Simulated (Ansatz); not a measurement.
**BP: P interstitial**

Method: DFT PBE, scalar-relativistic, plane waves, PAW (Ansatz 0.2.0). Run with 420 eV cutoff, 3×3×3 k-mesh, Gaussian smearing of 0.01 eV, collinear spin in charge 0, +2 alone.

Host crystal, relaxed:

```
B P
1.0
     0.00000    2.27410    2.27410
     2.27410    0.00000    2.27410
     2.27410    2.27410    0.00000
B P
1 1
Direct
  0.00000 0.00000 0.00000
  0.25000 0.25000 0.25000
```

Supercell of 16 atoms, rows in host cell vectors: 0 -2 2; 0 0 2; -2 0 2. Atoms relax at the host's cell, keeping the symmetry that the supercell leaves at the site. The cell is small, so energies carry finite-size errors of tenths of an eV. The host's Kohn–Sham gap is 1.25 eV. Atoms are taken from and returned to the elements' standard states. Charged cells are corrected for image charges with the computed static dielectric tensor (mean 9.3) and aligned with the host's potential at far atoms (alignment terms reach 2.13 eV; the program doubts the alignment in some charges, where it is up to 2.13 eV). No band-filling term is added, and the Fermi level counts from the host's valence band top.

Starting moments were lost in some runs.

Defect: P interstitial at (0.500, 0.500, 0.500) of the host cell.

What is the formation energy of the neutral defect?

10.34 eV.

Does the neutral defect carry a moment, and how do its surroundings relax?

It adds no moment. The nearest neighbours before are 4 P at 1.97 Å, 6 B at 2.27 Å; after relaxation the atoms near the site are 4 P at 2.12 Å, 6 B at 2.31 Å; the largest move is 0.16 Å.

Charges +2, +1, 0 were computed. Which is stable where in the gap?

Among the charges computed the stable one is +1 at the valence band top, changing to 0 at 0.65 eV. In charge +2, +1, 0 the cell has partly filled bands: a level of the defect may be part filled, the carrier may sit in the host's bands, or levels may cross between the k points, so transitions that involve it are doubtful. Without the alignment that the program doubts, the level (+2/+1) would lie at 0.82 eV, inside the gap, so these runs don't decide whether the defect changes charge there. Without the alignment that the program doubts, the level (+1/0) would lie at 1.78 eV, outside the gap, so these runs don't decide whether the defect changes charge there. Other sites of the defect weren't tried. Levels between neighbouring charges: (+2/+1) -0.19 eV, (+1/0) 0.65 eV.